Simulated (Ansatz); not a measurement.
Steps from a short run of molecular dynamics on a 2×2×1 supercell (16 atoms) of GaAs (NiAs type), relaxed with r2SCAN; forces from PBE in Ansatz, 3×3×3 mesh, Fermi-Dirac smearing of 0.052 eV, a Langevin thermostat at fixed volume, set at 600 K. Computed, non-magnetic; the trajectory is short and the cell small, so nothing here is a converged average. The structure comes from a prototype and may be hypothetical.

Cell vectors in Å:
```
 7.4643  0.0000  0.0000
-3.7322  6.4643  0.0000
 0.0000  0.0000  6.3328
```

**Question.** At 2 fs the positions in Å are
```
Ga   0.006   0.008   0.002
Ga  -0.002   0.006   3.162
As   0.001   2.153   1.585
As   1.861   1.078   4.752
Ga  -1.870   3.229  -0.001
Ga  -1.869   3.225   3.154
As  -1.873   5.383   1.590
As  -0.002   4.302   4.752
Ga   3.723  -0.004  -0.002
Ga   3.739   0.001   3.164
As   3.741   2.152   1.583
As   5.604   1.080   4.755
Ga   1.869   3.230  -0.008
Ga   1.861   3.234   3.163
As   1.864   5.397   1.587
As   3.738   4.317   4.753
```
What are the forces, and how far does the free energy (smearing included) lie above that of step 0, with the atoms on their sites?

**Answer.** 0.2 meV an atom; forces in eV/Å:
```
Ga  -0.022  -0.028   0.001
Ga   0.002  -0.014   0.023
As   0.023   0.031  -0.018
As   0.054  -0.003  -0.031
Ga   0.016   0.014  -0.014
Ga   0.009   0.017   0.063
As   0.040   0.019  -0.005
As  -0.012   0.029  -0.009
Ga   0.017  -0.006  -0.008
Ga  -0.035  -0.008   0.031
As  -0.078   0.003   0.001
As  -0.035  -0.012  -0.004
Ga   0.009   0.030   0.035
Ga   0.043   0.011  -0.007
As   0.005  -0.057  -0.033
As  -0.036  -0.026  -0.024
```

**Question.** At 6 fs the positions in Å are
```
Ga   0.014   0.027   0.002
Ga  -0.007   0.017   3.154
As   0.001   2.153   1.590
As   1.852   1.083   4.759
Ga  -1.878   3.224  -0.001
Ga  -1.878   3.213   3.128
As  -1.888   5.374   1.602
As  -0.007   4.292   4.759
Ga   3.709  -0.014  -0.001
Ga   3.754  -0.002   3.159
As   3.761   2.147   1.582
As   5.615   1.085   4.765
Ga   1.873   3.226  -0.026
Ga   1.846   3.238   3.155
As   1.862   5.421   1.596
As   3.748   4.333   4.761
```
What are the forces, and how far does the free energy (smearing included) lie above that of step 0, with the atoms on their sites?

**Answer.** 1.7 meV an atom; forces in eV/Å:
```
Ga  -0.052  -0.091   0.010
Ga   0.014  -0.036   0.072
As   0.075   0.082  -0.053
As   0.163  -0.024  -0.099
Ga   0.045   0.048  -0.057
Ga   0.033   0.048   0.208
As   0.110   0.080  -0.024
As  -0.035   0.071  -0.023
Ga   0.032  -0.009  -0.035
Ga  -0.115  -0.002   0.104
As  -0.261  -0.001   0.000
As  -0.104  -0.030  -0.024
Ga   0.037   0.092   0.112
Ga   0.134   0.030  -0.026
As   0.024  -0.185  -0.100
As  -0.099  -0.075  -0.065
```

**Question.** At 12 fs the positions in Å are
```
Ga   0.026   0.056   0.003
Ga  -0.012   0.033   3.144
As   0.001   2.156   1.593
As   1.841   1.083   4.762
Ga  -1.882   3.220  -0.007
Ga  -1.892   3.198   3.092
As  -1.910   5.359   1.617
As  -0.011   4.284   4.768
Ga   3.691  -0.026   0.004
Ga   3.776  -0.007   3.151
As   3.793   2.138   1.578
As   5.638   1.088   4.781
Ga   1.887   3.220  -0.043
Ga   1.820   3.243   3.148
As   1.862   5.458   1.614
As   3.757   4.352   4.775
```
What are the forces, and how far does the free energy (smearing included) lie above that of step 0, with the atoms on their sites?

**Answer.** 6.6 meV an atom; forces in eV/Å:
```
Ga  -0.077  -0.199   0.033
Ga   0.047  -0.067   0.142
As   0.162   0.157  -0.096
As   0.312  -0.025  -0.174
Ga   0.069   0.087  -0.120
Ga   0.093   0.091   0.443
As   0.206   0.183  -0.053
As  -0.050   0.105  -0.026
Ga   0.055  -0.015  -0.077
Ga  -0.247   0.020   0.217
As  -0.538  -0.031  -0.011
As  -0.228  -0.017  -0.076
Ga   0.045   0.165   0.182
Ga   0.267   0.060  -0.053
As   0.051  -0.384  -0.209
As  -0.169  -0.131  -0.122
```

**Question.** At 22 fs the positions in Å are
```
Ga   0.045   0.097   0.007
Ga  -0.019   0.058   3.130
As  -0.004   2.160   1.596
As   1.821   1.075   4.765
Ga  -1.890   3.219  -0.025
Ga  -1.940   3.177   3.045
As  -1.942   5.340   1.634
As  -0.006   4.276   4.779
Ga   3.659  -0.031   0.013
Ga   3.808   0.010   3.141
As   3.856   2.120   1.564
As   5.692   1.077   4.797
Ga   1.899   3.217  -0.069
Ga   1.784   3.246   3.141
As   1.875   5.521   1.651
As   3.775   4.373   4.803
```
What are the forces, and how far does the free energy (smearing included) lie above that of step 0, with the atoms on their sites?

**Answer.** 22.4 meV an atom; forces in eV/Å:
```
Ga  -0.106  -0.371   0.122
Ga   0.159  -0.117   0.238
As   0.281   0.322  -0.140
As   0.577   0.049  -0.288
Ga   0.178   0.119  -0.225
Ga   0.364   0.224   0.847
As   0.371   0.329  -0.064
As  -0.108   0.201  -0.014
Ga   0.128  -0.102  -0.155
Ga  -0.469  -0.024   0.423
As  -1.083  -0.130  -0.146
As  -0.510   0.094  -0.124
Ga   0.063   0.224   0.275
Ga   0.421   0.118  -0.109
As   0.024  -0.728  -0.420
As  -0.289  -0.208  -0.220
```

**Question.** At 24 fs the positions in Å are
```
Ga   0.048   0.102   0.009
Ga  -0.018   0.063   3.127
As  -0.006   2.160   1.597
As   1.814   1.075   4.764
Ga  -1.889   3.220  -0.027
Ga  -1.951   3.172   3.036
As  -1.948   5.337   1.638
As  -0.008   4.275   4.779
Ga   3.652  -0.033   0.016
Ga   3.812   0.012   3.139
As   3.867   2.116   1.560
As   5.702   1.073   4.801
Ga   1.902   3.217  -0.073
Ga   1.775   3.247   3.140
As   1.880   5.532   1.658
As   3.780   4.376   4.809
```
What are the forces, and how far does the free energy (smearing included) lie above that of step 0, with the atoms on their sites?

**Answer.** 26.6 meV an atom; forces in eV/Å:
```
Ga  -0.106  -0.401   0.142
Ga   0.173  -0.131   0.267
As   0.306   0.356  -0.155
As   0.636   0.063  -0.298
Ga   0.196   0.118  -0.257
Ga   0.428   0.262   0.945
As   0.402   0.359  -0.070
As  -0.104   0.218   0.000
Ga   0.140  -0.120  -0.177
Ga  -0.504  -0.030   0.460
As  -1.203  -0.168  -0.185
As  -0.568   0.119  -0.138
Ga   0.059   0.234   0.284
Ga   0.449   0.134  -0.117
As   0.006  -0.791  -0.456
As  -0.310  -0.221  -0.244
```
